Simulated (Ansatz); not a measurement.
CsPbBr3 (started from an entry of an open crystallographic database), relaxed with r2SCAN in the PAW code Ansatz. It is cubic, Pm-3m (No. 221); conventional cell a = 5.943 Å, 41.98 Å³ an atom. Cs has 12 Br at 4.20 Å; Pb has 6 Br at 2.97 Å; Br has 2 Pb at 2.97 Å and 4 Cs at 4.20 Å.

The axes x, y and z are those of this cell:
```xyz
5
Lattice="5.9429 0.0000 0.0000 0.0000 5.9429 0.0000 0.0000 0.0000 5.9429" Properties=species:S:1:pos:R:3 pbc="T T T"
Cs    0.0000    0.0000    0.0000
Pb    2.9715    2.9715    2.9715
Br    0.0000    2.9715    2.9715
Br    2.9715    0.0000    2.9715
Br    2.9715    2.9715    0.0000
```

Unstrained: The PBE gap is direct at R: 1.668 eV. r2SCAN gives a direct gap of 2.044 eV at R. HSE06 gives a direct gap of 2.277 eV at R. Meshes: PBE 4×4×4, r2SCAN 4×4×4, HSE06 4×4×4. Strains are changes of length per length. After each strain the atoms were relaxed again with r2SCAN in this cell and within any symmetry left, so distortions that break it or need a larger cell weren't tested; points keep the names that they have in the unstrained zone. Calculated for a static, non-magnetic cell.

Problem. One strain changed the r2SCAN stress by xx -2.16, yy -2.16, zz -2.16 GPa (compression positive) and the gap by +0.414 eV (PBE), +0.438 eV (r2SCAN), +0.493 eV (HSE06). Which kind of strain was it, and roughly how large?

Solution. Isotropic +4.88 % on every length. The pattern of the stress gives the kind; the size needs the stiffness, so it is an estimate.

Problem. Estimate what uniaxial +1.55 % along y, other directions held does to the gap.

Solution. PBE: the gap goes from 1.668 to 1.658 eV (-0.010 eV). r2SCAN: the gap goes from 2.044 to 2.033 eV (-0.011 eV). HSE06: the gap goes from 2.277 to 2.275 eV (-0.002 eV). The r2SCAN energy rises by 1.4 meV an atom.

Problem. Apply uniaxial -3.4 % along x, other directions held. How far does the gap move, against the unstrained cell?

Solution. PBE: the gap goes from 1.668 to 1.433 eV (-0.235 eV). r2SCAN: the gap goes from 2.044 to 1.794 eV (-0.250 eV). HSE06: the gap goes from 2.277 to 2.016 eV (-0.261 eV). The r2SCAN energy rises by 8.9 meV an atom.

Spin-orbit coupling is left out; in compounds of Pb, Bi, Tl or Hg it can lower a gap by up to about 1 eV, split its edges or invert the bands.

The meshes of the hybrids are coarse, so their gaps aren't converged to the digits shown.
